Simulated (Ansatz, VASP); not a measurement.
ZnSe (Stilleite): VASP beside Ansatz

POSCAR

```
ZnSe
1.0
    0.0000000000      2.8338000000      2.8338000000
    2.8338000000      0.0000000000      2.8338000000
    2.8338000000      2.8338000000      0.0000000000
Se Zn
1 1
Direct
    0.7500000000      0.7500000000      0.7500000000
    0.0000000000      0.0000000000      0.0000000000
```

File INCAR.step1:

```
SYSTEM = ZnSe
ALGO = Normal
EDIFF = 1E-5
ENCUT = 600
GGA = PE
ISMEAR = -1
LASPH = .TRUE.
LCHARG = .FALSE.
LREAL = .FALSE.
LWAVE = .TRUE.
NELM = 60
PREC = Accurate
SIGMA = 0.05
```

File INCAR.step2:

```
SYSTEM = ZnSe
AEXX = 0.25
ALGO = Normal
EDIFF = 1E-6
EDIFFG = -0.02
ENCUT = 600
GGA = PE
IBRION = 2
ISIF = 3
ISMEAR = -1
ISTART = 1
LASPH = .TRUE.
LCHARG = .FALSE.
LHFCALC = .TRUE.
LREAL = .FALSE.
LWAVE = .FALSE.
NELM = 60
NSW = 60
PREC = Accurate
PRECFOCK = Fast
SIGMA = 0.05
```

The input KPOINTS:

```
k-points
0
G
  4 4 4
  0 0 0
```

Contents of input.yaml:

```yaml
crystal:
  lattice:
    - [0.0, 2.8338, 2.8338]
    - [2.8338, 0.0, 2.8338]
    - [2.8338, 2.8338, 0.0]
  atoms:
    - { symbol: Se, position: [0.75, 0.75, 0.75] }
    - { symbol: Zn, position: [0.0, 0.0, 0.0] }
hamiltonian:
  xc: pbe0
  pseudopotentials: { kind: paw }
kpoints:
  mp_grid: { grid: [4, 4, 4] }
scf:
  occupations: { method: fermi_dirac, width: 0.05 }
output:
  forces: true
  stress: true
relax:
  f_tol: 0.01
  max_steps: 40
  cell: { stress_tol: 0.05 }
```

Alike in both runs: task relaxation of cell and atoms; functional PBE0; k mesh 4 × 4 × 4; occupations fermi-dirac, width 0.05 eV; no spin polarisation.

```csv
,VASP,Ansatz
version,VASP 6.6.1,Ansatz 0.2.0
potentials or method,"VASP PAW PBE potentials, release 64 (Se, Zn)",Ansatz PAW
plane-wave cutoff (eV),600,420
valence electrons in the cell,18,28
```

|  | VASP | Ansatz | Ansatz less VASP |
| --- | --- | --- | --- |
| gap on the k mesh at the Fermi level, each at its own relaxed structure (eV) | 3.05 | 3.01 | -0.043 |
| relaxed volume (Å³/atom) | 23.16 | 23.20 | +0.031 |
| relaxed cell length with the largest relative difference (Å) | 4.031 | 4.033 | +0.0018 |
| energy change over the relaxation (meV/atom) | -1 | -2 | -0.3 |

The two sets of potentials don't hold the same shells in valence.

Caveats: the k mesh is coarse (spacing up to 0.48 Å⁻¹), so the values aren't converged, least of all with exact exchange; the PAW data sets were made with another functional, which shifts forces and pressure a little (VASP); the plane-wave basis is chosen anew once the cell has moved, so the energies of steps on either side of that aren't comparable (Ansatz); the PAW data sets come from PBE, with cores solved anew for the run's functional, which leaves a small shift of forces and pressure (Ansatz). Zero-point motion and thermal expansion aren't in these numbers.
